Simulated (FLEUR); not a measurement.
Runs of FLEUR MaX-R8.1 (later development tree) on Bi2Se3 (Paraguanajuatite). It takes space group R-3m (No. 166, trigonal). The conventional cell has a = 4.143 Å, b = 4.143 Å, c = 28.636 Å, α = 90.00°, β = 90.00°, γ = 120.00°. Bi (site symmetry 3m) has 6 Se at 2.85 to 3.07 Å as nearest neighbours. Around Se (site symmetry 3m) lie 3 Bi at 2.85 Å. Se (site symmetry -3m) is surrounded by 6 Bi at 3.07 Å. 

```tsv
task	level	gmax	muffin-tin radii	lmax	lnonsphr	max iterations	kmax	gap on the mesh (eV)
band structure	r2SCAN	13.3 1/bohr	Bi 2.66, Se 2.29 bohr	Bi 10, Se 9	Bi 10, Se 9	80	4.28 1/bohr	0.49
single point	PBEsol	13.5 1/bohr	Bi 2.64, Se 2.25 bohr	Bi 10, Se 9	Bi 10, Se 9	60	4.36 1/bohr	0.14
band structure	MJW	13.3 1/bohr	Bi 2.66, Se 2.29 bohr	Bi 11, Se 9	-	60	4.28 1/bohr	0.09
band structure	PBE	17.5 1/bohr	Bi 2.66, Se 2.29 bohr	Bi 9, Se 8	-	60	3.5 1/bohr	(a)
```

Alike in all rows: potentials or basis all-electron, FLAPW; no spin polarisation; cell as given; k mesh 8 × 8 × 8; smearing fermi-dirac 0.05 eV.

Estimate the missing entries.

(a) 0.22.

Caveats: spin-orbit coupling is left out, which as a rule narrows the gap of such compounds by several tenths of an eV; the meta-GGA is that of a development version, with a GGA for the radial functions and cores and without core tails (some runs).

A k mesh can miss the band edges, and the runs leave out spin-orbit coupling on Bi, Se.

Not every run made on this cell is shown here.
